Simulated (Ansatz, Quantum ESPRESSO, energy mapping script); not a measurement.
# MnS (Browneite): energy mapping under PBE+U (4 eV), QE, GBRV, part 3 of 3

How strongly do the moments of MnS (Browneite) couple under PBE+U (4 eV), QE, GBRV? The plan is to run several orders and fit a Heisenberg model.

PBE with U = 4 eV on Mn d, ortho-atomic projectors; plane waves, U on orthogonalised atomic orbitals unless named otherwise, collinear spin, no spin–orbit coupling.

So far. Step 8 (Run 6 (uncompensated ++−; cell C, 6 atoms)): The run ends ferrimagnetic, 88.63 meV a magnetic atom below the parallel order of its cell. Step 9 (Order 7: parallel, cell D of 6 atoms): The run ends ferromagnetic. For each magnetic atom its energy differs from the parallel run of the first cell by -0.96 meV, an error that one common reference would have brought in.

## (10) Run 8 (uncompensated ++−; cell D, 6 atoms)

Level of this step: PBE with U = 4 eV on Mn d, ortho-atomic projectors, GBRV potentials (Quantum ESPRESSO).

This order reverses 4 of the 12 neighbours at 3.96 Å, 4 of the 6 neighbours at 5.60 Å and 12 of the 24 neighbours at 6.86 Å, counted for an average magnetic atom.

pw.in reads:

```
&control
  calculation = 'scf'
  prefix = 'pw'
  outdir = './tmp/'
  pseudo_dir = './pseudo/'
  verbosity = 'low'
/
&system
  ibrav = 0
  nat = 6
  ntyp = 3
  ecutwfc = 45
  ecutrho = 360
  nbnd = 49
  occupations = 'smearing'
  smearing = 'fd'
  degauss = 0.00367493
  nspin = 2
  starting_magnetization(1) = 0.3000
  starting_magnetization(2) = -0.3000
/
&electrons
  conv_thr = 1.5e-08
  electron_maxstep = 120
  mixing_beta = 0.3
  mixing_mode = 'plain'
/
ATOMIC_SPECIES
  Mn1 54.9380 Mn.upf
  Mn2 54.9380 Mn.upf
  S 32.0600 S.upf
CELL_PARAMETERS angstrom
  0.00000000 2.80000000 2.80000000
  -2.80000000 0.00000000 -2.80000000
  -5.60000000 -5.60000000 5.60000000
ATOMIC_POSITIONS crystal
  Mn1 0.00000000 0.00000000 0.00000000
  Mn1 0.33333333 0.66666667 0.66666667
  Mn2 0.66666667 0.33333333 0.33333333
  S 0.33333333 0.66666667 0.91666667
  S 0.66666667 0.33333333 0.58333333
  S 0.00000000 0.00000000 0.25000000
K_POINTS automatic
  6 6 3 0 0 0
HUBBARD {ortho-atomic}
U Mn1-3d 4
U Mn2-3d 4
```

On the command line:

```sh
$ OMP_NUM_THREADS=1 mpirun -n 4 pw.x -nk 4 -in pw.in > pw.out
```

Output:

```text
[banner, memory and clock lines left out]
Program PWSCF v.7.5 starts
[...]
unit-cell volume          =     888.8366 (a.u.)^3
     number of atoms/cell      =            6
[...]
number of electrons       =        63.00
     number of Kohn-Sham states=           49
     kinetic-energy cutoff     =      45.0000  Ry
     charge density cutoff     =     360.0000  Ry
[...]
The total energy is F=E-TS. E is the sum of the following terms:
     one-electron contribution =    -473.31708875 Ry
     hartree contribution      =     252.98986307 Ry
     xc contribution           =    -105.64946783 Ry
     ewald contribution        =    -380.15641294 Ry
     Hubbard energy            =       0.13815657 Ry
     total magnetization       =     5.00 Bohr mag/cell
     absolute magnetization    =    14.70 Bohr mag/cell
     convergence has been achieved in  11 iterations
[key lines of the parts left out:]
!    total energy              =    -705.99494987 Ry
the Fermi energy is     7.7770 ev
```

Wall time 57 s (4 MPI ranks of Intel Xeon Platinum 8559C (Emerald Rapids), shared host); peak memory 0.96 GiB; 3.8 min of CPU time.

The run ends ferrimagnetic, 54.49 meV a magnetic atom below the parallel order of its cell.

## (11) Mapping onto a Heisenberg model

Each energy difference is a sum of couplings weighted by the pairs that the order reverses. A few near shells are fitted to the differences by least squares. Energies are those extrapolated to zero occupation width, not the free energies F.

The orders side by side; each is measured from the parallel order in the same cell and on the same mesh:

```csv
order,atoms,energy (meV a magnetic atom),moments (μB),moments kept as typed,"opposed neighbours at 3.96, 5.60, 6.86 Å"
parallel in cell A,4,0.00,4.36,yes,"0, 0, 0"
compensated +− in cell A,4,-104.08,4.29,yes,"8, 0, 16"
parallel in cell B,4,0.00,4.36,yes,"0, 0, 0"
compensated +− in cell B,4,-80.04,4.31,yes,"6, 6, 12"
parallel in cell C,6,0.00,4.36,yes,"0, 0, 0"
uncompensated ++− in cell C,6,-88.63,4.27 to 4.32,yes,"6.67, 2.67, 8"
parallel in cell D,6,0.00,4.36,yes,"0, 0, 0"
uncompensated ++− in cell D,6,-54.49,4.31 to 4.34,yes,"4, 4, 12"
```

Couplings from the energies, with E = −Σ J e·e over ordered pairs:

```
 pair  distance (Å)  neighbours  J (meV)
Mn–Mn          3.96          12    -6.53
Mn–Mn          5.60           6   -0.207
Mn–Mn          6.86          24  0.00435
```

Adding the shell at 7.92 Å gives -6.4, -0.16, -0.037 and -0.11 meV and a mean-field temperature of 197 K, an exact solve that tests nothing.

In mean field these couplings order at 199 K, and give a Curie–Weiss temperature of -615 K.

## (12) Finite temperature

Mean field ignores fluctuations and overstates the ordering temperature, so the model is also sampled. The heat capacity peaks where order sets in.

Classical unit spins with these couplings on 8×8×4 copies of a cell that holds the lowest order (512 spins), heat-bath sweeps, cooled from random directions, 1009 sweeps to settle and 3027 measured at each temperature, averaged over 4 runs.

```csv
T (K),order along the lowest pattern,net moment,heat capacity (k_B a spin)
23.9,0.05,0.01,1.01
40.9,0.06,0.01,1.07
66.3,0.09,0.01,3.33
83.3,0.10,0.01,1.02
100,0.08,0.01,0.87
126,0.07,0.02,0.65
143,0.07,0.02,0.56
160,0.07,0.02,0.47
177,0.06,0.02,0.43
202,0.06,0.02,0.35
219,0.06,0.02,0.33
```

The smoothed heat capacity peaks at 65.9 K. The order column follows one pattern alone; equivalent domains or another pattern share the rest.

## (13) Summary of results

| Property | Result |
| --- | --- |
| lowest order tried | compensated +− in cell A |
| largest fitted value, Mn–Mn at 3.96 Å | -6.53 meV |
| ordering temperature, mean field | 199 K |
| heat-capacity peak, Monte Carlo | 65.9 K |

In words: Of the orders tried, MnS (Browneite) prefers the order “compensated +− in cell A” under PBE+U (4 eV), QE, GBRV, with 8 of 12 neighbours at 3.96 Å, 0 of 6 neighbours at 5.60 Å and 16 of 24 neighbours at 6.86 Å opposed, and the heat capacity of the fitted model peaks near 66 K (Monte Carlo, classical spins). The model's best pattern is not among the orders that were run. The largest fitted coupling is the Mn–Mn pair at 3.96 Å, antiferromagnetic at -6.5 meV, across a ligand at about 109°. The orders also reverse pairs at 7.92 Å, which are not fitted, so the fitted values hold their part too. With 4 differences for 3 couplings the fit misses by 0.70 meV at most, a small part of the spread. In the fitted orders moments change by up to 2.2 % against the parallel run of the same cell, so their size stays put. Monte Carlo puts the peak at 0.33 of the mean-field temperature, low enough to point to frustration or weakly coupled layers or chains. In tests on simple cubic and body-centred models such peaks lay 5 to 6 % under the bulk value. On cooling, the order along the one computed pattern stays at or under 0.11: the model settles in an equivalent domain, a degenerate mixture or another order. The Curie–Weiss temperature is 9.3 times the peak temperature in size, a mark of frustration. The parallel order holds 5 μB a magnetic atom, spin 2.5; the common factor (S+1)/S would raise the classical 65.9 K to 92.3 K, a correction that often overshoots.

1 further run of the session is left out of this account and of its counts and ranges: runs hit by known faults of a program or its files, repeats, responses too ill-conditioned to give a U, cells squeezed past sense, harmless faults, or fits whose shells could not be counted again from the structure.

[Logs and program files are shortened in this print: banners, set-up blocks, solver, clock and traceback lines can be left out without a mark of their own.]

[Logs are printed without paths, hosts, clocks, repeated set-up lines and the standing remarks that a program may print on its own settings, such as how far it seeks lower states.]

[Hosts, paths, dates, database ids (printed as entryN), source tags and the programs' standing remarks are cut or masked in the printed files.]

[Where a cell is said to come from a database of computed structures, the database is the Materials Project.]
